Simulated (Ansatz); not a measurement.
# B5P6: the cost of one run

Method: DFT PBEsol, scalar-relativistic, plane waves, PAW, in Ansatz 0.2.0.

3 further runs of the same task are left out: 1 that didn't finish, 2 set aside as unsound or not needed.

## (1) Starting point

The structure is cubic, space group F-43m (No. 216). The conventional cell has a = 4.520 Å, b = 4.520 Å, c = 4.520 Å, α = 90.00°, β = 90.00°, γ = 90.00°. B (site symmetry -43m) has 4 P at 1.96 Å as nearest neighbours. P (site symmetry -43m) has 4 B at 1.96 Å as nearest neighbours.

Structure file:

```xyz
2
Lattice="0.0000 2.2601 2.2601 2.2601 0.0000 2.2601 2.2601 2.2601 0.0000" Properties=species:S:1:pos:R:3 pbc="T T T"
B     0.0000    0.0000    0.0000
P     3.3901    3.3901    3.3901
```

It is the result of an earlier relaxation at this level (volume 11.54 Å³/atom; gap on the mesh: 1.12 eV).

The bulk reference comes from a run made before at the same settings: -446.7946 eV/atom.

## (2) Cutting the (100) slab

Miller indices refer to the conventional cell of the relaxed bulk, F-43m (No. 216): a = 4.520 Å, b = 4.520 Å, c = 4.520 Å, α = 90.00°, β = 90.00°, γ = 90.00°.

Cut from the relaxed bulk: a (100) slab, 11.3 Å thick as cut, with 15 Å of vacuum; its outer planes are P (top) and P (bottom).

The slab as cut. Layers, bottom to top:

| plane | atoms per cell | height over the lowest (Å) |
| --- | --- | --- |
| 1 | P | 0.00 |
| 2 | B | 1.13 |
| 3 | P | 2.26 |
| 4 | B | 3.39 |
| 5 | P | 4.52 |
| 6 | B | 5.65 |
| 7 | P | 6.78 |
| 8 | B | 7.91 |
| 9 | P | 9.04 |
| 10 | B | 10.17 |
| 11 | P | 11.30 |

## (3) The slab as cut, atoms at the bulk's places

A dipole layer in the vacuum cancels the field that periodic copies would set up if the slab's two faces differ.

input.yaml

```yaml
crystal:
  lattice:
    - [3.1962448201, 0.0, 0.0]
    - [0.0, 3.1962448201, 0.0]
    - [0.0, 0.0, 26.3004319332]
  atoms:
    - { symbol: P, position: [0.0, 0.5, 0.2851664193] }
    - { symbol: B, position: [0.5, 0.5, 0.3281331354] }
    - { symbol: P, position: [0.5, 0.0, 0.3710998516] }
    - { symbol: B, position: [0.0, 0.0, 0.4140665677] }
    - { symbol: P, position: [0.0, 0.5, 0.4570332839] }
    - { symbol: B, position: [0.5, 0.5, 0.5] }
    - { symbol: P, position: [0.5, 0.0, 0.5429667161] }
    - { symbol: B, position: [0.0, 0.0, 0.5859334323] }
    - { symbol: P, position: [0.0, 0.5, 0.6289001484] }
    - { symbol: B, position: [0.5, 0.5, 0.6718668646] }
    - { symbol: P, position: [0.5, 0.0, 0.7148335807] }
basis:
  ecutwfc: 420
kpoints:
  mp_grid: { grid: [8, 8, 1] }
hamiltonian:
  xc: pbesol
scf:
  occupations: { method: gaussian, width: 0.05 }
output:
  forces: true
  stress: true
  eigenvalues: true
  write_density: true
  write_potential: true
  elf: true
  volumetric_format: npy
efield:
  axis: 3
  dipole_correction: true
  ramp_width: 0.04
```

The run is started by

```sh
> ansatz run input.yaml --threads 1 --pin off --max-ram 2560MiB --backend cpu --events-out ev --progress --plain --runs-dir out
```

What time and memory should one allow on 1 thread of Intel Xeon at 2.50GHz (Skylake/Cascade Lake), shared host?

About 50 s, with a peak of 0.52 GiB.
